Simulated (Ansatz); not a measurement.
A run of Ansatz 0.2.0 is set up as follows.

input.yaml

```yaml
crystal:
  lattice:
    - [0.0, 3.15085, 3.15085]
    - [3.15085, 0.0, 3.15085]
    - [3.15085, 3.15085, 0.0]
  atoms:
    - { symbol: Te, position: [0.5, 0.5, 0.5] }
    - { symbol: Sn, position: [0.0, 0.0, 0.0] }
hamiltonian:
  xc: lda
  pseudopotentials: { kind: paw }
kpoints:
  mp_grid: { grid: [7, 7, 7] }
  band_path:
    path:
      - [[0.0, 0.0, 0.0], [0.5, 0.0, 0.5], [0.5, 0.25, 0.75], [0.375, 0.375, 0.75], [0.0, 0.0, 0.0], [0.5, 0.5, 0.5], [0.625, 0.25, 0.625], [0.5, 0.25, 0.75], [0.5, 0.5, 0.5], [0.375, 0.375, 0.75]]
      - [[0.625, 0.25, 0.625], [0.5, 0.0, 0.5]]
    npoints: 14
scf:
  occupations: { method: fermi_dirac, width: 0.05 }
  n_extra_bands: 6
output:
  forces: true
  stress: true
  eigenvalues: true
  fatbands: true
```

Potentials or basis: Ansatz PAW.

Command:

```console
$ ansatz run input.yaml --threads 2 --pin off --max-ram 5632MiB --backend cpu --events-out ev --progress --plain --runs-dir out
```

(1) Estimate the band gap along the path.

(2) Estimate the pressure.

Answers

(1) 0.07 eV, indirect (least direct gap 0.10 eV).

(2) -1.6 GPa.

Caveat: this odd mesh misses L, where the gap lies, so gap, dielectric constants and Born charges aren't listed; spin-orbit coupling is left out, which moves the levels of the heavy elements; the PAW data sets come from PBE, with cores solved anew for the run's functional, which leaves a small shift of forces and pressure.

**Measured values to compare with.**

From a printed reference work, textbook, for a bulk crystal of SnTe at 300 K: band gap 0.18 eV (direct).

A measured gap of SnTe is 0.18 eV (direct; 300 K; a printed reference work, textbook); the calculated 0.07 eV misses it by -0.11 eV. Spin-orbit coupling on Sn, Te is left out. The value is that of LDA, without temperature or zero-point motion. Semilocal functionals fall short of measured gaps as a rule.
